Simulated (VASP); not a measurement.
**ZrB2: equation of state with r2SCAN**

ZrB2:

```
CELL_PARAMETERS angstrom
3.16882 0.00000 0.00000
-1.58441 2.74428 0.00000
0.00000 0.00000 3.54781
ATOMIC_POSITIONS crystal
Zr 0.00000 0.00000 0.00000
B 0.66667 0.33333 0.50000
B 0.33333 0.66667 0.50000
```

| Item | Value |
| --- | --- |
| Program | VASP 6.6.1 |
| Task | equation of state |
| Functional | r2SCAN |
| Potentials or basis | VASP PAW PBE potentials, release 64 (Zr_sv, B) |
| Cutoff | 520 eV |
| k mesh | 8 × 8 × 8 |
| Occupations | fermi-dirac, width 0.05 eV |
| Spin | no spin polarisation |

The equilibrium volume is 10.29 Å³/atom. The bulk modulus at fixed shape and positions is 243 GPa and the pressure derivative of the bulk modulus is 3.9 (rough: it moves with the points fitted).

Energy against volume, from the lowest point:
```csv
volume (Å³/atom),energy (meV/atom)
9.873,13.75
10.078,3.42
10.284,0.00
10.490,2.85
10.695,11.39
```

All runs of the series together: 4.7 min on 1 thread of Intel(R) Xeon(R) Platinum 8488C (Sapphire Rapids), on a shared host.

Caveat: the cell was scaled at fixed shape and fractional positions, which overstates the stiffness of a crystal with free parameters, most of all of layers and chains; the PAW data sets were made with another functional, which shifts forces and pressure a little.
